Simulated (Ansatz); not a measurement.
**How settings move the results for Mo**

```
Mo
1.0
     0.00000    2.01500    2.01500
     2.01500    0.00000    2.01500
     2.01500    2.01500    0.00000
Mo
1
Direct
  0.00000 0.00000 0.00000
```

Conventional cell: a = 4.030 Å, b = 4.030 Å, c = 4.030 Å, α = 90.00°, β = 90.00°, γ = 90.00°. Mo (atom 1) has 12 Mo at 2.85 Å as nearest neighbours.

The cell comes from COD entry 1534907, which wasn't checked; take it as a given geometry.

These are results of DFT, PBE, all-electron LAPW, scalar-relativistic (Ansatz 0.2.0), not measurements.

Numerical set-up: a Γ-centred 17×17×17 k mesh, Fermi–Dirac smearing of 0.08 eV, basis error target 0.5 meV/atom, no spin polarisation. One setting is then changed at a time.

```json
{"k mesh": "17×17×17 (base)", "free energy less the base's (meV/atom)": "0.0", "P (GPa)": "-4.59", "cutoff chosen (eV)": "247"}
{"k mesh": "5×5×5", "free energy less the base's (meV/atom)": "-12.7", "P (GPa)": "?", "cutoff chosen (eV)": "247"}
{"k mesh": "8×8×8", "free energy less the base's (meV/atom)": "10.1", "P (GPa)": "-4.48", "cutoff chosen (eV)": "247"}
{"k mesh": "13×13×13", "free energy less the base's (meV/atom)": "-3.4", "P (GPa)": "-4.83", "cutoff chosen (eV)": "247"}
{"k mesh": "24×24×24", "free energy less the base's (meV/atom)": "?", "P (GPa)": "-4.56", "cutoff chosen (eV)": "247"}
```

(1) What belongs in the row "24×24×24", column "free energy less the base's (meV/atom)"?

(2) Fill in "P (GPa)" for the row "5×5×5".

Results:

(1) -0.4.

(2) -5.10.
